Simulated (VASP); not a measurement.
# HgTe (Fm-3m) in VASP: electric field gradients with PBE

Aim: the electric field gradients of HgTe with PBE.

Program: VASP 6.6.1. These are calculated values, not measurements. Logs are shortened: lines on timing, memory, paths and dates and some standing lists are left out, and cuts for length are marked.

**1. Starting point**

Symmetry: Fm-3m, No. 225, cubic system. The conventional cell has a = 6.145 Å, b = 6.145 Å, c = 6.145 Å, α = 90.00°, β = 90.00°, γ = 90.00°. Hg (site symmetry m-3m) has 6 Te at 3.07 Å as nearest neighbours. Te (site symmetry m-3m) is surrounded by 6 Hg at 3.07 Å.

Measurements of this composition are mostly on another form, of space group No. 216.

**2. Electric field gradients, PBE, non-collinear spin, zero start, spin-orbit coupling**

File INCAR:

```
PREC     = Accurate       # precision mode
ENCUT    = 520            # plane-wave cutoff, eV
EDIFF    = 1E-8           # SCF threshold, eV
ISMEAR   = -1             # smearing method
SIGMA    = 0.08           # smearing width, eV
LREAL    = False          # projectors in reciprocal space
LASPH    = True           # aspherical terms in the spheres
NELM     = 150            # most SCF steps
ALGO     = Normal         # electronic algorithm
ISIF     = 2              # what is computed and relaxed
LWAVE    = False          # write WAVECAR
LCHARG   = False          # write CHGCAR
LNONCOLLINEAR= True           # non-collinear magnetism
MAGMOM   = 0 0 0 0 0 0    # initial moments
LORBIT   = 11             # projections on sites
LSORBIT  = True           # spin-orbit coupling
GGA_COMPAT= False        
LORBMOM  = True         
GGA      = PE             # functional
LEFG     = True         
NBANDS   = 30             # bands
```

File KPOINTS:

```
Automatic mesh
0
Gamma
  12 12 12
```

File POSCAR:

```
HgTe
1.0
    0.0000000000      3.0726841791      3.0726841791
    3.0726841791      0.0000000000      3.0726841791
    3.0726841791      3.0726841791      0.0000000000
Hg Te
1 1
Direct
    0.0000000000      0.0000000000      0.0000000000
    0.5000000000      0.5000000000      0.5000000000
```

Potentials or basis: VASP PAW PBE potentials, release 64 (Hg, Te).

The run is started by

```
> cat potpaw_PBE.64/Hg/POTCAR potpaw_PBE.64/Te/POTCAR > POTCAR
> mpirun -np 1 vasp_ncl > vasp.out
```

OUTCAR:

```text
PREC = Accurate
   ENCUT = 520
   EDIFF = 1E-8
   ISMEAR = -1
   LREAL = False
   LASPH = True
   NELM = 150
   ISIF = 2
   LNONCOLLINEAR = True
   LORBIT = 11
   LSORBIT = True
   GGA = PE

 ion  position               nearest neighbor table
   1  0.000  0.000  0.000-   2 3.07   2 3.07   2 3.07   2 3.07   2 3.07   2 3.07
   2  0.500  0.500  0.500-   1 3.07   1 3.07   1 3.07   1 3.07   1 3.07   1 3.07

  LATTYP: Found a face centered cubic cell.
 ALAT       =     6.1453683582

  Lattice vectors:

 A1 = (   0.0000000000,   3.0726841791,   3.0726841791)
 A2 = (   3.0726841791,   0.0000000000,   3.0726841791)
 A3 = (   3.0726841791,   3.0726841791,   0.0000000000)

Analysis of symmetry for initial positions (statically):
=====================================================================
 Subroutine PRICEL returns:
 Original cell was already a primitive cell.

 Routine SETGRP: Setting up the symmetry group for a
 face centered cubic supercell.

 Subroutine GETGRP returns: Found 48 space group operations
 (whereof 48 operations were pure point group operations)
 out of a pool of 48 trial point group operations.

The static configuration has the point symmetry O_h .

Analysis of symmetry for dynamics (positions and initial velocities):
=====================================================================
 Subroutine PRICEL returns:
 Original cell was already a primitive cell.

 Routine SETGRP: Setting up the symmetry group for a
 face centered cubic supercell.

 Subroutine GETGRP returns: Found 48 space group operations
 (whereof 48 operations were pure point group operations)
 out of a pool of 48 trial point group operations.

The dynamic configuration has the point symmetry O_h .

Analysis of structural, dynamic, and magnetic symmetry:
=====================================================================
 Subroutine PRICEL returns:
 Original cell was already a primitive cell.

 Routine SETGRP: Setting up the symmetry group for a
 face centered cubic supercell.

 Subroutine GETGRP returns: Found 48 space group operations
 (whereof 48 operations were pure point group operations)
 out of a pool of 48 trial point group operations.

The overall configuration has the point symmetry O_h .

 Subroutine INISYM returns: Found 48 space group operations
 (whereof 48 operations are pure point group operations),
 and found     1 'primitive' translations

[... 1000 lines left out ...]
 eta: asymmetry parameters     (V_yy - V_xx)/ V_zz
 Q  : nuclear electric quadrupole moment in mb (millibarn)
----------------------------------------------------------------------
 ion       Cq(MHz)       eta       Q (mb)
----------------------------------------------------------------------
   1      -0.000       0.000       1.000
   2       0.000       0.000       1.000
----------------------------------------------------------------------

 orbital moment (x)

 # of ion     p       d       tot
 ----------------------------------------
  1         0.000   0.000   0.000
  2         0.000  -0.000  -0.000
 ----------------------------------------
            0.000   0.000   0.000

 orbital moment (y)

 # of ion     p       d       tot
 ----------------------------------------
  1         0.000  -0.000  -0.000
  2         0.000  -0.000  -0.000
 ----------------------------------------
            0.000  -0.000  -0.000

 orbital moment (z)

 # of ion     p       d       tot
 ----------------------------------------
  1         0.000   0.000   0.000
  2         0.000   0.000   0.000
 ----------------------------------------
            0.000   0.000   0.000

 Spin-Orbit-Coupling matrix elements

 Ion:    1  E_soc:     -0.5434217
 l=   1
     0.0000000    -0.0247533    -0.0247533
    -0.0247533     0.0000000    -0.0247533
    -0.0247533    -0.0247533     0.0000000
 l=   2
     0.0000000    -0.0134018     0.0000000    -0.0134018    -0.0524152
    -0.0134018     0.0000000    -0.0393114    -0.0134018    -0.0131038
     0.0000000    -0.0393114     0.0000000    -0.0393114     0.0000000
    -0.0134018    -0.0134018    -0.0393114     0.0000000    -0.0131038
    -0.0524152    -0.0131038     0.0000000    -0.0131038     0.0000000
 l=   3
     0.0000000     0.0000000     0.0000000     0.0000000     0.0000000     0.0000000     0.0000000
     0.0000000     0.0000000     0.0000000     0.0000000     0.0000000     0.0000000     0.0000000
     0.0000000     0.0000000     0.0000000     0.0000000     0.0000000     0.0000000     0.0000000
     0.0000000     0.0000000     0.0000000     0.0000000     0.0000000     0.0000000     0.0000000
     0.0000000     0.0000000     0.0000000     0.0000000     0.0000000     0.0000000     0.0000000
     0.0000000     0.0000000     0.0000000     0.0000000     0.0000000     0.0000000     0.0000000
     0.0000000     0.0000000     0.0000000     0.0000000     0.0000000     0.0000000     0.0000000

 Ion:    2  E_soc:     -0.2621540
 l=   1
     0.0000000    -0.0435898    -0.0435898
    -0.0435898     0.0000000    -0.0435898
    -0.0435898    -0.0435898     0.0000000
 l=   2
     0.0000000    -0.0000081     0.0000000    -0.0000081    -0.0000944
    -0.0000081     0.0000000    -0.0000708    -0.0000081    -0.0000236
     0.0000000    -0.0000708     0.0000000    -0.0000708     0.0000000
    -0.0000081    -0.0000081    -0.0000708     0.0000000    -0.0000236
    -0.0000944    -0.0000236     0.0000000    -0.0000236     0.0000000
 l=   3
     0.0000000     0.0000000     0.0000000     0.0000000     0.0000000     0.0000000     0.0000000
     0.0000000     0.0000000     0.0000000     0.0000000     0.0000000     0.0000000     0.0000000
     0.0000000     0.0000000     0.0000000     0.0000000     0.0000000     0.0000000     0.0000000
     0.0000000     0.0000000     0.0000000     0.0000000     0.0000000     0.0000000     0.0000000
     0.0000000     0.0000000     0.0000000     0.0000000     0.0000000     0.0000000     0.0000000
     0.0000000     0.0000000     0.0000000     0.0000000     0.0000000     0.0000000     0.0000000
     0.0000000     0.0000000     0.0000000     0.0000000     0.0000000     0.0000000     0.0000000

 total charge

# of ion       s       p       d       tot
------------------------------------------
    1        0.775   0.304   9.347  10.426
    2        1.403   1.869   0.031   3.303
--------------------------------------------------
tot          2.177   2.173   9.378  13.728

 magnetization (x)

# of ion       s       p       d       tot
------------------------------------------
    1        0.000   0.000  -0.000  -0.000
    2        0.000   0.000  -0.000   0.000
--------------------------------------------------
tot          0.000   0.000  -0.000   0.000

 magnetization (y)

# of ion       s       p       d       tot
------------------------------------------
    1        0.000  -0.000   0.000   0.000
    2        0.000   0.000   0.000   0.000
--------------------------------------------------
tot          0.000  -0.000   0.000   0.000

 magnetization (z)

# of ion       s       p       d       tot
------------------------------------------
    1       -0.000   0.000  -0.000  -0.000
    2        0.000   0.000  -0.000  -0.000
--------------------------------------------------
tot         -0.000   0.000  -0.000  -0.000
```

Wall time 2.3 min (1 thread of Intel Xeon 6975P-C (Granite Rapids), shared host); peak memory 0.42 GiB.

Results:

```
Free energy                                           : -3.7527 eV
Pressure                                              : 0.1 GPa
Net moment                                            : 0.00 μB per cell
Valence electrons inside the program's atomic spheres : Hg 10.43; Te 3.30
```

Moments on the atoms (μB; x, y, z):
```
Hg  0.00 0.00 0.00
Te  0.00 0.00 0.00
```

Electric field gradients, principal values (V/Å²):
| atom | Vxx | Vyy | Vzz |
| --- | --- | --- | --- |
| 1 Hg | 0.000 | 0.000 | -0.001 |
| 2 Te | 0.000 | 0.000 | 0.000 |
